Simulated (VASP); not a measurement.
## Se: single point with PBE+D3(BJ)

The system is Se.

```
Se
1.0
     3.15491    0.00000    0.00000
     0.00000    3.15491    0.00000
     0.00000    0.00000    2.23052
Se
1
Direct
  0.00000 0.00000 0.00000
```

This isn't the form of Se at room conditions, which is trigonal, of chains.

```json
{
  "Program": "VASP 6.6.1",
  "Task": "single point",
  "Functional": "PBE",
  "Dispersion": "D3(BJ)",
  "Potentials or basis": "VASP PAW PBE potentials, release 64 (Se)",
  "Cutoff": "520 eV",
  "k mesh": "18 × 18 × 18",
  "Occupations": "gaussian, width 0.15 eV",
  "Spin": "no spin polarisation",
  "Dipole correction": "no",
  "Further INCAR settings": "ALGO = Fast; EDIFF = 1e-06; NBANDS = 9"
}
```

| Quantity | Value |
| --- | --- |
| Pressure | 17.1 GPa |
| Band gap on the k mesh | none (metal or under the smearing width) |
| Dispersion energy per atom | -0.394 eV |

Stress tensor (GPa, compression positive):
```
 0.57  0.00  0.00
 0.00  0.57  0.00
 0.00  0.00 50.28
```

Levels at points of the mesh, in eV from the Fermi level:
| k point | band 1 | band 2 | band 3 | band 4 | band 5 | band 6 | band 7 | band 8 |
| --- | --- | --- | --- | --- | --- | --- | --- | --- |
| (0.00, 0.00, 0.00) | -16.91 | -1.49 | -1.49 | 4.48 | 6.22 | 10.32 | 16.17 | 17.06 |
| (0.50, 0.00, 0.00) | -15.98 | -6.67 | -0.75 | 7.12 | 10.81 | 10.90 | 11.20 | 16.87 |
| (0.50, 0.50, 0.00) | -15.09 | -5.54 | -5.54 | 2.93 | 11.44 | 16.81 | 20.59 | 20.59 |
| (0.00, 0.00, 0.50) | -10.31 | -8.43 | 3.24 | 3.24 | 10.66 | 10.66 | 11.13 | 11.98 |
| (0.50, 0.00, 0.50) | -9.23 | -7.74 | -1.39 | 3.88 | 4.16 | 11.71 | 14.25 | 14.79 |
| (0.50, 0.50, 0.50) | -8.17 | -7.12 | -0.45 | -0.45 | 5.76 | 5.76 | 9.34 | 11.48 |

Run time: 33 s on 1 thread of AMD EPYC 9R45 (Zen 5), on a shared host, peak memory 0.19 GiB.

Caveat: so large a pressure means that the cell lies far from this level's equilibrium, or that cutoff or potentials fall short; pairwise dispersion overbinds metals, which lowers pressure and volume.
